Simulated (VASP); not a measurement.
# PbS (R-3m) in VASP: settings compared

One crystal, PbS, is run at these levels: HSE06, PBE; tasks: single point.

Everything below comes from runs of VASP 6.6.1. Logs are shortened: lines on timing, memory, paths and dates and some standing lists are left out, and cuts for length are marked.

### 1 The cell of the first run

Symmetry: R-3m, No. 166, trigonal system. The conventional cell has a = 4.225 Å, b = 4.225 Å, c = 10.623 Å, α = 90.00°, β = 90.00°, γ = 120.00°. Pb (site symmetry -3m) is surrounded by 6 S at 3.01 Å. S (site symmetry -3m) has 6 Pb at 3.01 Å as nearest neighbours.

The cell was built by a generator and needn't be a form met in nature.

### 2 Single point, HSE06 (shear_111 strain +2.7%)

Input file POSCAR:

```
PbS
1.0
    0.0529735931      3.0402062841      3.0402062841
    3.0402062841      0.0529735931      3.0402062841
    3.0402062841      3.0402062841      0.0529735931
Pb S
1 1
Direct
    0.0000000000      0.0000000000      0.0000000000
    0.5000000000      0.5000000000      0.5000000000
```

Input file INCAR.step1:

```
SYSTEM = PbS
ALGO = Normal
EDIFF = 1E-5
ENCUT = 520
GGA = PE
ISIF = 2
ISMEAR = 0
LASPH = .TRUE.
LCHARG = .FALSE.
LREAL = .FALSE.
LWAVE = .TRUE.
NBANDS = 17
NELM = 100
PREC = Accurate
SIGMA = 0.01
```

Input file INCAR.step2:

```
SYSTEM = PbS
ALGO = Normal
EDIFF = 1E-6
ENCUT = 520
GGA = PE
HFSCREEN = 0.2079
ISIF = 2
ISMEAR = 0
ISTART = 1
LASPH = .TRUE.
LCHARG = .FALSE.
LHFCALC = .TRUE.
LREAL = .FALSE.
LWAVE = .FALSE.
NBANDS = 17
NELM = 100
PREC = Accurate
PRECFOCK = Normal
SIGMA = 0.01
```

Input file KPOINTS:

```
k-points
0
G
  6 6 6
  0 0 0
```

Potentials or basis: VASP PAW PBE potentials, release 64 (Pb_d, S).

On the command line:

```console
> cat potpaw_PBE.64/Pb_d/POTCAR potpaw_PBE.64/S/POTCAR > POTCAR
> cp INCAR.step1 INCAR
> mpirun -np 1 vasp_std > vasp.out
> cp INCAR.step2 INCAR
> mpirun -np 1 vasp_std > vasp.out
```

OUTCAR:

```text
SYSTEM = PbS
   EDIFF = 1E-6
   ENCUT = 520
   GGA = PE
   HFSCREEN = 0.2079
   ISIF = 2
   ISMEAR = 0
   ISTART = 1
   LASPH = .TRUE.
   LHFCALC = .TRUE.
   LREAL = .FALSE.
   NELM = 100
   PREC = Accurate
   PRECFOCK = Normal

 ion  position               nearest neighbor table
   1  0.000  0.000  0.000-   2 3.01   2 3.01   2 3.01   2 3.01   2 3.01   2 3.01
   2  0.500  0.500  0.500-   1 3.01   1 3.01   1 3.01   1 3.01   1 3.01   1 3.01

  LATTYP: Found a trigonal (rhomboedric) cell.
 ALAT       =     4.2998272874
 COS(alpha) =     0.5173458066

  Lattice vectors:

 A1 = (   0.0529735931,   3.0402062841,   3.0402062841)
 A2 = (   3.0402062841,   0.0529735931,   3.0402062841)
 A3 = (   3.0402062841,   3.0402062841,   0.0529735931)

Analysis of symmetry for initial positions (statically):
=====================================================================
 Subroutine PRICEL returns:
 Original cell was already a primitive cell.

 Routine SETGRP: Setting up the symmetry group for a
 trigonal (rhombohedral) supercell.

 Subroutine GETGRP returns: Found 12 space group operations
 (whereof 12 operations were pure point group operations)
 out of a pool of 12 trial point group operations.

The static configuration has the point symmetry D_3d.

Analysis of symmetry for dynamics (positions and initial velocities):
=====================================================================
 Subroutine PRICEL returns:
 Original cell was already a primitive cell.

 Routine SETGRP: Setting up the symmetry group for a
 trigonal (rhombohedral) supercell.

 Subroutine GETGRP returns: Found 12 space group operations
 (whereof 12 operations were pure point group operations)
 out of a pool of 12 trial point group operations.

The dynamic configuration has the point symmetry D_3d.

 Subroutine INISYM returns: Found 12 space group operations
 (whereof 12 operations are pure point group operations),
 and found     1 'primitive' translations

----------------------------------------------------------------------------------------

                                     Primitive cell

  volume of cell :      54.7316

  direct lattice vectors                    reciprocal lattice vectors
     0.052973593  3.040206284  3.040206284    -0.168824633  0.165933353  0.165933353
     3.040206284  0.052973593  3.040206284     0.165933353 -0.168824633  0.165933353
     3.040206284  3.040206284  0.052973593     0.165933353  0.165933353 -0.168824633

  length of vectors
     4.299827287  4.299827287  4.299827287     0.289083919  0.289083919  0.289083919

  position of ions in fractional coordinates (direct lattice)
     0.000000000  0.000000000  0.000000000
     0.500000000  0.500000000  0.500000000

  ion indices of the primitive-cell ions
   primitive index   ion index
                 1           1
                 2           2

----------------------------------------------------------------------------------------

 KPOINTS: k-points

Automatic generation of k-mesh.
 Grid dimensions read from file:
 generate k-points for:    6    6    6

 Generating k-lattice:

  Cartesian coordinates                     Fractional coordinates (reciprocal lattice)
    -0.028137439  0.027655559  0.027655559     0.166666667  0.000000000  0.000000000
     0.027655559 -0.028137439  0.027655559     0.000000000  0.166666667  0.000000000
     0.027655559  0.027655559 -0.028137439     0.000000000  0.000000000  0.166666667

  Length of vectors
     0.048180653  0.048180653  0.048180653

  Shift w.r.t. Gamma in fractional coordinates (k-lattice)
     0.000000000  0.000000000  0.000000000

 Subroutine IBZKPT returns following result:
 ===========================================

 Found     32 irreducible k-points:

 Following reciprocal coordinates:
            Coordinates               Weight
  0.000000  0.000000  0.000000      1.000000
  0.166667  0.000000 -0.000000      6.000000
  0.333333 -0.000000 -0.000000      6.000000
  0.500000  0.000000 -0.000000      3.000000
  0.166667  0.166667 -0.000000      6.000000
  0.333333  0.166667  0.000000     12.000000
[... 16 lines left out ...]
  0.500000  0.500000  0.166667      6.000000
 -0.333333  0.500000  0.166667     12.000000
 [... further k-points ...]
   k-points           NKPTS =     32   k-points in BZ     NKDIM =    216   number of bands    NBANDS=     17
   number of dos      NEDOS =    301   number of ions     NIONS =      2
   total plane-waves  NPLWV =  32768
   dimension x,y,z NGX =    32 NGY =   32 NGZ =   32
   dimension x,y,z NGXF=    64 NGYF=   64 NGZF=   64
   ions per type =               1   1
   NGX,Y,Z   is equivalent  to a cutoff of  12.37, 12.37, 12.37 a.u.
   NGXF,Y,Z  is equivalent  to a cutoff of  24.74, 24.74, 24.74 a.u.
 SYSTEM =  PbS
   PREC   = accura    normal or accurate (medium, high low for compatibility)
   ISTART =      1    job   : 0-new  1-cont  2-samecut
   ICHARG =      0    charge: 1-file 2-atom 10-const
   ISPIN  =      1    spin polarized calculation?
   LNONCOLLINEAR =      F non collinear calculations
   LSORBIT =      F    spin-orbit coupling
   LASPH  =      T    aspherical Exc in radial PAW
   ENCUT  =  520.0 eV  38.22 Ry    6.18 a.u.   7.99  7.99  7.99*2*pi/ulx,y,z
   NELM   =    100;   NELMIN=  2; NELMDL=  0     # of ELM steps
   EDIFF  = 0.1E-05   stopping-criterion for ELM
   LREAL  =      F    real-space projection
   EDIFFG = 0.1E-04   stopping-criterion for IOM
   NSW    =      0    number of steps for IOM
   IBRION =     -1    ionic relax: 0-MD 1-quasi-New 2-CG
   NFREE  =      0    steps in history (QN), initial steepest desc. (CG)
   ISIF   =      2    stress and relaxation
   ISYM   =      3    0-nonsym 1-usesym 2-fastsym
   POTIM  = 0.5000    time-step for ionic-motion
   TEBEG  =    0.0;   TEEND  =   0.0 temperature during run
   PSTRESS=    0.0 pullay stress
   NELECT =      20.0000    total number of electrons
   NUPDOWN=      -1.0000    fix difference up-down
   EMIN   =  10.00;   EMAX   =-10.00  energy-range for DOS
   EFERMI =   0.00;   METHOD = LEGACY
   ISMEAR =     0;   SIGMA  =   0.01  broadening in eV -4-tet -1-fermi 0-gaus
   EFERMI_NEDOS =   21; number of points for ismear=-14 and -15
   IALGO  =     38    algorithm
   IMIX   =      1    mixing-type and parameters
     AMIX     =   0.40;   BMIX     =  1.00
     AMIX_MAG =   1.60;   BMIX_MAG =  1.00
  volume/ion in A,a.u.               =      27.37       184.67
  Fermi-wavevector in a.u.,A,eV,Ry     =   1.170412  2.211758 18.638128  1.369864
  Thomas-Fermi vector in A             =   2.306871
   LORBIT       =      0    0 simple, 1 ext, 2 COOP (PROOUT), +10 PAW based schemes
   GGA     = PE    functional components
   LHFCALC =     T    Hartree Fock is set to
   PRECFOCK=normal    Normal, Fast or Accurate (Low or Medium for compatibility)
   ENCUT4O =  -1.0   cutoff for four orbital integrals eV
   NKREDX  =     1    reduce k-point grid by
   NKREDY  =     1    reduce k-point grid by
   NKREDZ  =     1    reduce k-point grid by
   AEXX    =    0.2500 exact exchange contribution
   HFSCREEN=    0.2079 screening length (either q_TF or 0.3 A-1)
   HFSCREENC=   0.2079 screening length for correlation (either q_TF or 0.3 A-1)
   ENCUTFOCK=  -1.0 apply spherical cutoff to Coloumb kernel
   IVDW    =     0    specifies the selected vdW correction
   LEPSILON=     F    determine dielectric tensor
   LRPA    =     F    only Hartree local field effects (RPA)
 non-spin polarized calculation
 Gauss-broadening in eV      SIGMA  =   0.01
  energy-cutoff  :      520.00
  volume of cell :       54.73
 maximum number of plane-waves:      1483
  NGX = 24; NGY = 24; NGZ = 24

 number of electron      20.0000002 magnetization

 Free energy of the ion-electron system (eV)
  ---------------------------------------------------
  ext. energy  EPLUGINS =         0.00000000
  ---------------------------------------------------
  free energy    TOTEN  =       -10.39605485 eV

  energy without entropy =      -10.39605485  energy(sigma->0) =      -10.39605485

 E-fermi :   5.0292     XC(G=0):  -7.8693

 val. band max:        4.9656028077   @ k =   0.5000   0.5000   0.5000
 cond. band min:       5.7846158040   @ k =   0.5000   0.0000  -0.0000
 fundamental gap:      0.8190129964
 Fermi energy:         5.0292339356

 k-point     1 :       0.0000    0.0000    0.0000
  band No.  band energies     occupation
      1     -13.6126      2.00000
      2     -13.6126      2.00000
      3     -13.6053      2.00000
      4     -13.5978      2.00000
      5     -13.5978      2.00000
      6      -9.7766      2.00000
[... 9 lines left out ...]
     16      12.5785      0.00000
     17      14.4000      0.00000

 k-point     2 :       0.1667    0.0000   -0.0000
  band No.  band energies     occupation
      1     -13.6158      2.00000
      2     -13.6049      2.00000
      3     -13.6041      2.00000
      4     -13.6022      2.00000
      5     -13.5937      2.00000
      6      -9.5427      2.00000
[... 9 lines left out ...]
     16      13.2240      0.00000
     17      16.1936      0.00000

 k-point     3 :       0.3333   -0.0000   -0.0000
  band No.  band energies     occupation
      1     -13.6285      2.00000
      2     -13.6188      2.00000
      3     -13.6057      2.00000
      4     -13.5818      2.00000
      5     -13.5757      2.00000
      6      -8.9621      2.00000
[... 9 lines left out ...]
     16      14.7491      0.00000
     17      17.9559      0.00000

 k-point     4 :       0.5000    0.0000   -0.0000
  band No.  band energies     occupation
      1     -13.6359      2.00000
      2     -13.6258      2.00000
      3     -13.6060      2.00000
      4     -13.5716      2.00000
      5     -13.5664      2.00000
      6      -8.5719      2.00000
[... 9 lines left out ...]
     16      16.3175      0.00000
     17      16.5370      0.00000
[... 343 lines left out ...]
      1     -13.6706      2.00000
      2     -13.6104      2.00000
      3     -13.6041      2.00000
      4     -13.5773      2.00000
      5     -13.5692      2.00000
      6      -8.5220      2.00000
[... 9 lines left out ...]
     16      16.3852      0.00000
     17      16.7845      0.00000

 k-point    23 :       0.5000    0.5000    0.1667
  band No.  band energies     occupation
      1     -13.7073      2.00000
      2     -13.6187      2.00000
      3     -13.5923      2.00000
      4     -13.5653      2.00000
      5     -13.5641      2.00000
      6      -8.3000      2.00000
[... 9 lines left out ...]
     16      17.1424      0.00000
     17      17.6221      0.00000

 k-point    24 :      -0.3333    0.5000    0.1667
  band No.  band energies     occupation
      1     -13.7079      2.00000
      2     -13.6120      2.00000
      3     -13.5956      2.00000
      4     -13.5763      2.00000
      5     -13.5572      2.00000
      6      -8.1528      2.00000
[... 9 lines left out ...]
     16      17.5792      0.00000
     17      18.3520      0.00000

 [... further k-points ...]

------------------------ aborting loop because EDIFF is reached ----------------------------------------

  FORCE on cell =-STRESS in cart. coord.  units (eV):
  Direction    XX          YY          ZZ          XY          YZ          ZX
  --------------------------------------------------------------------------------------
  -------------------------------------------------------------------------------------
  Total       -0.5808284     -0.5808284     -0.5808284     -0.1383548     -0.1383548     -0.1383548
  in kB      -17.0027821    -17.0027821    -17.0027821     -4.0501050     -4.0501050     -4.0501050
  external PRESSURE =     -17.0027821 kB  Pullay stress =       0.0000000 kB

 VOLUME and BASIS-vectors are now :
 -----------------------------------------------------------------------------
  energy-cutoff  :      520.00
  volume of cell :       54.73
      direct lattice vectors                 reciprocal lattice vectors
     0.052973593  3.040206284  3.040206284    -0.168824633  0.165933353  0.165933353
     3.040206284  0.052973593  3.040206284     0.165933353 -0.168824633  0.165933353
     3.040206284  3.040206284  0.052973593     0.165933353  0.165933353 -0.168824633

 POSITION                                       TOTAL-FORCE (eV/Angst)
 -----------------------------------------------------------------------------------
      0.00000      0.00000      0.00000         0.000000      0.000000      0.000000
      3.06669      3.06669      3.06669        -0.000000      0.000000     -0.000000
 -----------------------------------------------------------------------------------
    total drift:                                0.000000      0.000001     -0.000000

  FREE ENERGIE OF THE ION-ELECTRON SYSTEM (eV)
  ---------------------------------------------------
  free  energy   TOTEN  =       -10.3960548455 eV

  energy  without entropy=      -10.3960548455  energy(sigma->0) =      -10.39605485
```

Wall time 39 min (1 thread of Intel Xeon 6975P-C (Granite Rapids), shared host); peak memory 0.31 GiB.

Results:

* Free energy: -10.3961 eV
* Pressure: -1.7 GPa
* Band gap on the k mesh: 0.82 eV, indirect (least direct gap 0.97 eV)

Caveat: the PAW data sets were made with another functional, which shifts forces and pressure a little; spin-orbit coupling is left out, which as a rule narrows the gap of such compounds by several tenths of an eV.

### 3 Single point, PBE (shear_111 strain +2.7%)

Input file INCAR:

```
PREC     = Accurate       # precision mode
ENCUT    = 520            # plane-wave cutoff, eV
EDIFF    = 1E-6           # SCF threshold, eV
ISMEAR   = -1             # smearing method
SIGMA    = 0.02           # smearing width, eV
LREAL    = F              # projectors in reciprocal space
LASPH    = T              # aspherical terms in the spheres
NELM     = 100            # most SCF steps
ALGO     = Normal         # electronic algorithm
ISIF     = 2              # what is computed and relaxed
LWAVE    = F              # write WAVECAR
LCHARG   = T              # write CHGCAR
GGA      = PE             # functional
LELF     = T              # ELF
LVHAR    = T            
NBANDS   = 17             # bands
```

Input file KPOINTS:

```
Automatic mesh
0
Gamma
  8 8 8
```

POSCAR is that of step 2.

Potentials or basis: VASP PAW PBE potentials, release 64 (Pb_d, S).

On the command line:

```console
> cat potpaw_PBE.64/Pb_d/POTCAR potpaw_PBE.64/S/POTCAR > POTCAR
> mpirun -np 1 vasp_std > vasp.out
```

Wall time 26 s (1 thread of Intel Xeon 6975P-C (Granite Rapids), shared host); peak memory 0.2 GiB.

The run converged. Its results:

- Free energy: -8.7659 eV
- Pressure: -0.6 GPa
- Band gap on the k mesh: 0.38 eV, indirect (least direct gap 0.51 eV)

Stress tensor (GPa, compression positive):
```
-0.55 -0.37 -0.37
-0.37 -0.55 -0.37
-0.37 -0.37 -0.55
```

Levels at points of the mesh, in eV from the valence-band top:
| k point | band 7 | band 8 | band 9 | band 10 | band 11 | band 12 | band 13 | band 14 |
| --- | --- | --- | --- | --- | --- | --- | --- | --- |
| (0.00, 0.00, 0.00) | -6.17 | -2.11 | -1.92 | -1.92 | 5.02 | 5.02 | 5.04 | 6.59 |
| (0.50, 0.00, 0.00) | -8.60 | -1.68 | -1.61 | -0.13 | 0.38 | 1.93 | 2.02 | 8.56 |
| (0.50, 0.50, 0.00) | -7.19 | -4.84 | -3.26 | -3.10 | 4.03 | 5.26 | 5.44 | 5.56 |
| (0.50, 0.50, 0.50) | -8.72 | -1.57 | -1.57 | 0.00 | 0.57 | 2.16 | 2.16 | 8.54 |

Caveat: spin-orbit coupling is left out, which as a rule narrows the gap of such compounds by several tenths of an eV. A k mesh can miss the band edges.
